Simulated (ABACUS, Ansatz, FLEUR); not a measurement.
## PBE band gap of 8 crystals in 3 set-ups

The same calculation (PBE, Γ-centred k mesh with a spacing near 0.25 Å⁻¹, Fermi-Dirac smearing of 0.05 eV, no spin-orbit coupling) was run on each cell with:

- A: ABACUS, PseudoDojo NC SR 0.4.1 PBE standard, cutoffs 490 to 1211 eV
- B: Ansatz LAPW, all-electron LAPW, scalar-relativistic
- C: FLEUR, all-electron

Gaps hold for the cell as given (a database cell, not always the measured one). They are the smaller of the mesh's gap and, where one was run, the band path's. † marks indirect gaps read on the mesh alone; where an edge lies between its points they come out too high, by up to a few tenths of an eV. Brackets give the space group and the cell's volume in Å³ per atom. Not every cell is the stable form of its formula. Spin polarisation and spin-orbit coupling are off unless named.

| crystal | A (eV) | B (eV) | C (eV) |
| --- | --- | --- | --- |
| PbSe (Fm-3m; 28.67) | 0.296 | 0.285 | 0.291 |
| Si (Fd-3m; 20.16) | 0.625† | 0.627† | 0.628† |
| BAs (F-43m; 13.63) | 1.196† | 1.187† | 1.186† |
| SnO2 (P4_2/mnm, 6 atoms; 11.92) | 1.266 | 1.286 | 1.280 |
| GaP (F-43m; 20.24) | 1.645† | 1.645† | 1.645† |
| GaN (F-43m; 11.44) | 1.759 | 1.734 | 1.734 |
| AlN (F-43m; 10.42) | 3.325† | 3.318† | 3.318† |
| NaF (Fm-3m; 12.49) | 6.318 | 6.289 | 6.281 |

Against the mean of the all-electron results, the mean absolute deviation is A 0.013 eV. The largest single deviation is +0.033 eV, for NaF in A. The figures use the values as printed. The all-electron reference has errors of its own basis, so a deviation may be partly its. The functional is the same throughout, so these differences measure potentials, basis sets and numerical settings.

The three set-ups give nearly the same gaps, so the choice between pseudopotential and all-electron treatment matters far less here than the known error of PBE. The pseudopotential offset has no common sign: A lies above both all-electron values for PbSe, GaN and NaF, but below them for SnO2. In GaN, where B and C coincide at 1.734 eV, the offset probably comes from the pseudopotentials or the basis cutoff.

The wide gap of NaF reflects strongly bound F 2p valence states and a cation-derived conduction band of mainly s character. In PbSe, antibonding Pb 6s–Se 4p mixing raises the valence-band edge and helps keep the gap small.

The gaps of SnO2, GaN and NaF are well below experiment, as expected from a semilocal functional without the derivative discontinuity. PbSe seems to escape this error, but only because the omitted spin-orbit splitting of the Pb 6p states would narrow its gap markedly. Close agreement between codes therefore supports numerical consistency, not predictive accuracy.
